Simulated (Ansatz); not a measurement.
Runs of Ansatz 0.2.0 on ZnS. The structure is cubic, space group F-43m (No. 216). The conventional cell has a = 5.404 Å, b = 5.404 Å, c = 5.404 Å, α = 90.00°, β = 90.00°, γ = 90.00°. Zn (site symmetry -43m) is surrounded by 4 S at 2.34 Å. Around S (site symmetry -43m) lie 4 Zn at 2.34 Å. 

```tsv
task	level	potentials or basis	cell	k mesh	cutoff (eV)	smearing	basis error allowed	mesh quality	gap on the mesh (eV)	pressure (GPa)	V0 of scaled cells (Å³/atom)	relaxed volume (Å³/atom)	B0 (GPa)
equation of state	PBE	all-electron LAPW, scalar-relativistic	as given	9 × 9 × 9	-	fermi-dirac 0.05 eV	0.0005 eV/atom	not flagged	-	-	20.17	-	(d)
single point	HSE06	all-electron PAW datasets made for the crystal	as given	6 × 6 × 6	310	fermi-dirac 0.05 eV	-	not flagged	3.34	-	-	-	-
single point	PBEsol	all-electron PAW datasets made for the crystal	as given	6 × 6 × 6	280	fermi-dirac 0.05 eV	-	not flagged	1.97	-1.9	-	-	-
single point	PBE	all-electron LAPW, scalar-relativistic	as given	5 × 5 × 5	244	fermi-dirac 0.04 eV	0.003 eV/atom	not flagged	2.11	1.7	-	-	-
single point	PBE	all-electron LAPW, scalar-relativistic	as given	4 × 4 × 4	244	fermi-dirac 0.02 eV	0.003 eV/atom	coarse	2.10	1.9	-	-	-
equation of state	PBEsol	all-electron LAPW, scalar-relativistic	as given	9 × 9 × 9	-	fermi-dirac 0.05 eV	0.0005 eV/atom	not flagged	-	-	(a)	-	(b)
single point	PBE	all-electron LAPW, scalar-relativistic	as given	9 × 9 × 9	280	gaussian 0.016 eV	0.001 eV/atom	not flagged	2.11	1.6	-	-	-
single point	PBE	all-electron LAPW, scalar-relativistic	as given	6 × 6 × 6	235	fermi-dirac 0.03 eV	0.004 eV/atom	not flagged	2.11	1.6	-	-	-
relaxation of cell and atoms	BLYP	all-electron LAPW, scalar-relativistic	relaxed	9 × 9 × 9	-	fermi-dirac 0.05 eV	0.001 eV/atom	not flagged	1.75	0.0	-	21.28	-
relaxation of cell and atoms	PBEsol+D3(BJ)	all-electron LAPW, scalar-relativistic	relaxed	9 × 9 × 9	-	fermi-dirac 0.05 eV	0.001 eV/atom	not flagged	(c)	0.0	-	18.69	-
single point	PBE	all-electron LAPW, scalar-relativistic	as given	6 × 6 × 6	244	fermi-dirac 0.02 eV	0.003 eV/atom	not flagged	2.11	1.6	-	-	-
single point	PBE	all-electron LAPW, scalar-relativistic	as given	4 × 4 × 4	235	fermi-dirac 0.03 eV	0.004 eV/atom	coarse	2.10	1.9	-	-	-
```

Alike in all rows: no spin polarisation.

Estimate the missing entries.

(a) 19.21; (b) 79; (c) 2.21; (d) 69.

Caveats: some runs use coarse meshes; an odd mesh through Γ misses points on the zone boundary, where band edges often lie (some runs).

Not every run made on this cell is shown here.
